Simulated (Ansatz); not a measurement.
I:

```
I
1.0
     3.63503   -2.39502    0.00000
     3.63503    2.39502    0.00000
     0.00000    0.00000    9.79344
I
4
Direct
  0.64930 0.35070 0.38440
  0.14930 0.85070 0.11560
  0.35070 0.64930 0.61560
  0.85070 0.14930 0.88440
```

Base run:

* Program: Ansatz 0.2.0
* Functional: BLYP
* Potentials or basis: Ansatz PAW
* Cutoff: 420 eV (not typed: the program's choice for these potentials)
* k mesh: 7 × 7 × 3
* Occupations: fermi-dirac, width 0.05 eV
* Spin: no spin polarisation

Its results: band gap on the k mesh 1.32 eV, indirect (least direct gap 1.40 eV); pressure 3.9 GPa; largest force 1.101 eV/Å.

Task: After a change of settings the same cell gave: band gap on the k mesh 1.58 eV, indirect (least direct gap 1.67 eV); pressure 1.2 GPa; largest force 0.644 eV/Å. Which change was it?
A. functional from BLYP to revPBE
B. functional from BLYP to r2SCAN; cutoff from 420 eV (not typed: the program's choice for these potentials) to 500 eV (not typed: the program's choice for these potentials)
C. functional from BLYP to r2SCAN50; cutoff from 420 eV (not typed: the program's choice for these potentials) to 500 eV (not typed: the program's choice for these potentials); k mesh from 7 × 7 × 3 to 4 × 4 × 2
D. functional from BLYP to PBE; occupations from fermi-dirac, width 0.05 eV to gaussian, width 0.015 eV

Result: B.

r2SCAN gives the wider gap, since meta-GGAs in the generalised Kohn-Sham scheme recover part of the derivative discontinuity.

Caveats: spin-orbit coupling is left out, which moves the levels of the heavy elements; the PAW data sets come from PBE, with cores solved anew for the run's functional, which leaves a small shift of forces and pressure; forces of over 1 eV/Å show positions far from the minimum, so gaps and moduli don't describe the material at rest (some runs); the k mesh misses the band edges, so the gap on the mesh is wider than the one along the path (some runs).
